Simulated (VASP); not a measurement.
# Gd (Im-3m) in VASP: a series of runs, part 2 of 2

VASP 6.6.1. The steps go on from the part before.

## 4. Single point, PBE, collinear spin, ferromagnetic start

The input, INCAR:

```
ADDGRID = False
ALGO = Normal
EDIFF = 1E-6
ENCUT = 450
GGA = PE
ISIF = 2
ISMEAR = 0
ISPIN = 2
LASPH = True
LCHARG = False
LMAXMIX = 6
LORBIT = 11
LREAL = False
LWAVE = False
MAGMOM = 7
NELM = 100
PREC = Accurate
SIGMA = 0.2
```

The input, KPOINTS:

```
k-points
0
Gamma
  6 6 6
```

The input, POSCAR:

```
Gd
1.0
   -2.0250000000      2.0250000000      2.0250000000
    2.0250000000     -2.0250000000      2.0250000000
    2.0250000000      2.0250000000     -2.0250000000
Gd
1
Direct
    0.0000000000      0.0000000000      0.0000000000
```

Potentials or basis: VASP PAW PBE potentials, release 64 (Gd).

On the command line:

```sh
$ cat potpaw_PBE.64/Gd/POTCAR > POTCAR
$ mpirun -np 1 vasp_std > vasp.out
```

OUTCAR:

```text
EDIFF = 1E-6
   ENCUT = 450
   GGA = PE
   ISIF = 2
   ISMEAR = 0
   ISPIN = 2
   LASPH = True
   LORBIT = 11
   LREAL = False
   NELM = 100
   PREC = Accurate

 Found     16 irreducible k-points:

 Following reciprocal coordinates:
            Coordinates               Weight
  0.000000  0.000000  0.000000      1.000000
  0.166667  0.000000  0.000000     12.000000
  0.333333  0.000000  0.000000     12.000000
  0.500000  0.000000  0.000000      6.000000
  0.166667  0.166667  0.000000     24.000000
  0.333333  0.166667  0.000000     48.000000
   k-points           NKPTS =     16   k-points in BZ     NKDIM =     16   number of bands    NBANDS=     17
   number of dos      NEDOS =    301   number of ions     NIONS =      1
   total plane-waves  NPLWV =  13824
   dimension x,y,z NGX =    24 NGY =   24 NGZ =   24
   dimension x,y,z NGXF=    48 NGYF=   48 NGZF=   48
   ions per type =               1
   NGX,Y,Z   is equivalent  to a cutoff of  11.38, 11.38, 11.38 a.u.
   NGXF,Y,Z  is equivalent  to a cutoff of  22.75, 22.75, 22.75 a.u.
 SYSTEM =  unknown system
   PREC   = accura    normal or accurate (medium, high low for compatibility)
   ISTART =      0    job   : 0-new  1-cont  2-samecut
   ICHARG =      2    charge: 1-file 2-atom 10-const
   ISPIN  =      2    spin polarized calculation?
   LNONCOLLINEAR =      F non collinear calculations
   LSORBIT =      F    spin-orbit coupling
   LASPH  =      T    aspherical Exc in radial PAW
   ENCUT  =  450.0 eV  33.07 Ry    5.75 a.u.   6.07  6.07  6.07*2*pi/ulx,y,z
   NELM   =    100;   NELMIN=  2; NELMDL= -5     # of ELM steps
   EDIFF  = 0.1E-05   stopping-criterion for ELM
   LREAL  =      F    real-space projection
   EDIFFG = 0.1E-04   stopping-criterion for IOM
   NSW    =      0    number of steps for IOM
   IBRION =     -1    ionic relax: 0-MD 1-quasi-New 2-CG
   NFREE  =      0    steps in history (QN), initial steepest desc. (CG)
   ISIF   =      2    stress and relaxation
   ISYM   =      2    0-nonsym 1-usesym 2-fastsym
   POTIM  = 0.5000    time-step for ionic-motion
   TEBEG  =    0.0;   TEEND  =   0.0 temperature during run
   PSTRESS=    0.0 pullay stress
   NELECT =      18.0000    total number of electrons
   NUPDOWN=      -1.0000    fix difference up-down
   EMIN   =  10.00;   EMAX   =-10.00  energy-range for DOS
   EFERMI =   0.00;   METHOD = LEGACY
   ISMEAR =     0;   SIGMA  =   0.20  broadening in eV -4-tet -1-fermi 0-gaus
   EFERMI_NEDOS =   21; number of points for ismear=-14 and -15
   IALGO  =     38    algorithm
   IMIX   =      4    mixing-type and parameters
     AMIX     =   0.40;   BMIX     =  1.00
     AMIX_MAG =   1.60;   BMIX_MAG =  1.00
  volume/ion in A,a.u.               =      33.22       224.15
  Fermi-wavevector in a.u.,A,eV,Ry     =   1.334711  2.522238 24.238153  1.781454
  Thomas-Fermi vector in A             =   2.463472
   LORBIT       =     11    0 simple, 1 ext, 2 COOP (PROOUT), +10 PAW based schemes
   GGA     = PE    functional components
   LHFCALC =     F    Hartree Fock is set to
   AEXX    =    0.0000 exact exchange contribution
   IVDW    =     0    specifies the selected vdW correction
   LEPSILON=     F    determine dielectric tensor
   LRPA    =     F    only Hartree local field effects (RPA)
 spin polarized calculation
 Gauss-broadening in eV      SIGMA  =   0.20
  energy-cutoff  :      450.00
  volume of cell :       33.22
 maximum number of plane-waves:       736
   NGX = 13   NGY = 13   NGZ = 13

 number of electron      17.9999994 magnetization       7.5267791

 Free energy of the ion-electron system (eV)
  ---------------------------------------------------
  ext. energy  EPLUGINS =         0.00000000
  ---------------------------------------------------
  free energy    TOTEN  =       -11.62557663 eV

  energy without entropy =      -11.58645705  energy(sigma->0) =      -11.60601684

 E-fermi :   2.9829     XC(G=0):  -9.9592

 val. band max:        2.9771593489   @ k =  -0.3333   0.3333   0.1667
 cond. band min:       2.9961596994   @ k =   0.5000   0.5000   0.1667
 fundamental gap:      0.0190003505
 Fermi energy:         2.9829060380

 spin component 1

 k-point     1 :       0.0000    0.0000    0.0000
  band No.  band energies     occupation
      1     -42.3111      1.00000
      2     -19.3421      1.00000
      3     -19.3421      1.00000
      4     -19.3421      1.00000
      5      -2.0739      1.00000
      6      -1.8929      1.00000
[... 9 lines left out ...]
     16       6.5141      0.00000
     17       6.5141      0.00000

 k-point     2 :       0.1667    0.0000    0.0000
  band No.  band energies     occupation
      1     -42.2946      1.00000
      2     -19.5246      1.00000
      3     -19.3995      1.00000
      4     -19.3430      1.00000
      5      -1.8844      1.00000
      6      -1.8746      1.00000
[... 9 lines left out ...]
     16       6.0472      0.00000
     17       6.5460      0.00000

 k-point     3 :       0.3333    0.0000    0.0000
  band No.  band energies     occupation
      1     -42.2615      1.00000
      2     -19.8690      1.00000
      3     -19.5116      1.00000
      4     -19.3449      1.00000
      5      -1.8785      1.00000
      6      -1.8473      1.00000
[... 9 lines left out ...]
     16       6.8404      0.00000
     17       7.2367      0.00000

 k-point     4 :       0.5000    0.0000    0.0000
  band No.  band energies     occupation
      1     -42.2448      1.00000
      2     -20.0326      1.00000
      3     -19.5667      1.00000
      4     -19.3458      1.00000
      5      -1.8819      1.00000
      6      -1.8715      1.00000
[... 9 lines left out ...]
     16       7.1752      0.00000
     17       9.1098      0.00000

 k-point     5 :       0.1667    0.1667    0.0000
  band No.  band energies     occupation
      1     -42.2698      1.00000
      2     -19.7584      1.00000
      3     -19.4736      1.00000
      4     -19.3839      1.00000
      5      -1.8694      1.00000
      6      -1.8502      1.00000
[... 9 lines left out ...]
     16       6.6923      0.00000
     17       6.9945      0.00000

 k-point     6 :       0.3333    0.1667    0.0000
  band No.  band energies     occupation
      1     -42.2448      1.00000
      2     -19.9472      1.00000
      3     -19.6078      1.00000
      4     -19.3994      1.00000
      5      -1.8735      1.00000
      6      -1.8657      1.00000
[... 9 lines left out ...]
     16       7.1557      0.00000
     17       9.1139      0.00000

 [... further k-points ...]

 spin component 2

 k-point     1 :       0.0000    0.0000    0.0000
  band No.  band energies     occupation
      1     -39.0902      1.00000
      2     -16.9545      1.00000
      3     -16.9545      1.00000
      4     -16.9545      1.00000
      5      -1.2731      1.00000
      6       3.3624      0.00364
[... 9 lines left out ...]
     16       7.5306      0.00000
     17       7.5306      0.00000

 k-point     2 :       0.1667    0.0000    0.0000
  band No.  band energies     occupation
      1     -39.0695      1.00000
      2     -17.1787      1.00000
      3     -17.0223      1.00000
      4     -16.9567      1.00000
      5      -0.4908      1.00000
      6       3.3169      0.00910
[... 9 lines left out ...]
     16       7.1132      0.00000
     17       7.6086      0.00000

 k-point     3 :       0.3333    0.0000    0.0000
  band No.  band energies     occupation
      1     -39.0278      1.00000
      2     -17.5954      1.00000
      3     -17.1542      1.00000
      4     -16.9609      1.00000
      5       1.0095      1.00000
      6       3.3147      0.00948
[... 9 lines left out ...]
     16       7.9844      0.00000
     17       8.6433      0.00000

 k-point     4 :       0.5000    0.0000    0.0000
  band No.  band energies     occupation
      1     -39.0068      1.00000
      2     -17.7910      1.00000
      3     -17.2188      1.00000
      4     -16.9631      1.00000
      5       1.4062      1.00000
      6       3.3707      0.00305
[... 9 lines left out ...]
     16       8.3809      0.00000
     17      10.6116      0.00000

 k-point     5 :       0.1667    0.1667    0.0000
  band No.  band energies     occupation
      1     -39.0383      1.00000
      2     -17.4612      1.00000
      3     -17.1126      1.00000
      4     -17.0062      1.00000
      5       0.7727      1.00000
      6       3.2289      0.04098
[... 9 lines left out ...]
     16       8.0548      0.00000
     17       8.1524      0.00000

 k-point     6 :       0.3333    0.1667    0.0000
  band No.  band energies     occupation
      1     -39.0068      1.00000
      2     -17.6878      1.00000
      3     -17.2729      1.00000
      4     -17.0262      1.00000
      5       1.8996      1.00000
      6       3.2678      0.02196
[... 9 lines left out ...]
     16       8.3766      0.00000
     17      10.5082      0.00000

 [... further k-points ...]

------------------------ aborting loop because EDIFF is reached ----------------------------------------

  FORCE on cell =-STRESS in cart. coord.  units (eV):
  Direction    XX          YY          ZZ          XY          YZ          ZX
  --------------------------------------------------------------------------------------
  -------------------------------------------------------------------------------------
  Total       -0.1232915     -0.1232915     -0.1232915     -0.0000000     -0.0000000     -0.0000000
  in kB       -5.9471452     -5.9471452     -5.9471452     -0.0000000     -0.0000000     -0.0000000
  external PRESSURE =      -5.9471452 kB  Pullay stress =       0.0000000 kB

 VOLUME and BASIS-vectors are now :
 -----------------------------------------------------------------------------
  energy-cutoff  :      450.00
  volume of cell :       33.22
      direct lattice vectors                 reciprocal lattice vectors
    -2.025000000  2.025000000  2.025000000     0.000000000  0.246913580  0.246913580
     2.025000000 -2.025000000  2.025000000     0.246913580  0.000000000  0.246913580
     2.025000000  2.025000000 -2.025000000     0.246913580  0.246913580  0.000000000

 POSITION                                       TOTAL-FORCE (eV/Angst)
 -----------------------------------------------------------------------------------
      0.00000      0.00000      0.00000        -0.000000     -0.000000      0.000000
 -----------------------------------------------------------------------------------
    total drift:                                0.000000      0.000000     -0.000000

  FREE ENERGIE OF THE ION-ELECTRON SYSTEM (eV)
  ---------------------------------------------------
  free  energy   TOTEN  =       -11.6255766325 eV

  energy  without entropy=      -11.5864570507  energy(sigma->0) =      -11.60601684

 total charge

# of ion       s       p       d       f       tot
--------------------------------------------------
    1        2.072   5.559   0.581   6.991  15.202

 magnetization (x)

# of ion       s       p       d       f       tot
--------------------------------------------------
    1        0.001  -0.062   0.219   6.809   6.967
```

stdout:

```text
POSCAR found type information on POSCAR Gd
 POSCAR found :  1 types and       1 ions
 scaLAPACK will be used
 LDA part: xc-table for (Slater+PW92), standard interpolation
 POSCAR, INCAR and KPOINTS ok, starting setup
 FFT: planning ... GRIDC
 FFT: planning ... GRID_SOFT
 FFT: planning ... GRID
 WAVECAR not read
 entering main loop
```

Run time: 19 s. Hardware: 1 thread of Intel Xeon Platinum 8559C (Emerald Rapids), shared host; peak memory 0.15 GiB.

These settings aren't checked as converged: the numbers below hold their error.

What came out:

* Free energy: -11.6256 eV
* Pressure: -0.6 GPa
* Band gap on the k mesh: none (metal or under the smearing width)
* Net moment: 7.53 μB per cell
* Site moments: Gd +6.97 μB
* Valence electrons inside the program's atomic spheres: Gd 15.20

Caveat: the k mesh is coarse (spacing up to 0.37 Å⁻¹), so the values aren't converged; spin-orbit coupling is left out, which moves the levels of the heavy elements.

## 5. Single point, PBE, collinear spin, ferromagnetic start

INCAR, as its differences from that of step 4:

```diff
@@ -3,3 +3,3 @@
 EDIFF = 1E-6
-ENCUT = 450
+ENCUT = 700
 GGA = PE
```

The input, KPOINTS:

```
k-points
0
Gamma
  5 5 5
```

POSCAR is that of step 4.

On the command line:

```sh
$ cat potpaw_PBE.64/Gd/POTCAR > POTCAR
$ mpirun -np 1 vasp_std > vasp.out
```

Run time: 32 s. Hardware: 1 thread of Intel Xeon Platinum 8559C (Emerald Rapids), shared host; peak memory 0.2 GiB.

These settings aren't checked as converged: the numbers below hold their error.

Results:

```yaml
Free_energy: -11.6458 eV
Pressure: -0.4 GPa
Band_gap_on_the_k_mesh: none (metal or under the smearing width)
Net_moment: 7.76 μB per cell
Site_moments: Gd +7.05 μB
Valence_electrons_inside_the_program's_atomic_spheres: Gd 15.20
```

Caveat: the k mesh is coarse (spacing up to 0.44 Å⁻¹), so the values aren't converged; spin-orbit coupling is left out, which moves the levels of the heavy elements.

## 6. The reference run

An earlier run on the cell as given: functional PBE; potentials or basis VASP PAW PBE potentials, release 64 (Gd); cutoff 520 eV; k mesh 9 × 9 × 9; occupations fermi-dirac, width 0.05 eV; collinear spin, ferromagnetic start; starting moments [7.0] μB.

- Pressure: 0.0 GPa
- Band gap on the k mesh: none (metal or under the smearing width)
- Net moment: 7.60 μB per cell
- Site moments: Gd +6.99 μB
- Valence electrons inside the program's atomic spheres: Gd 15.20
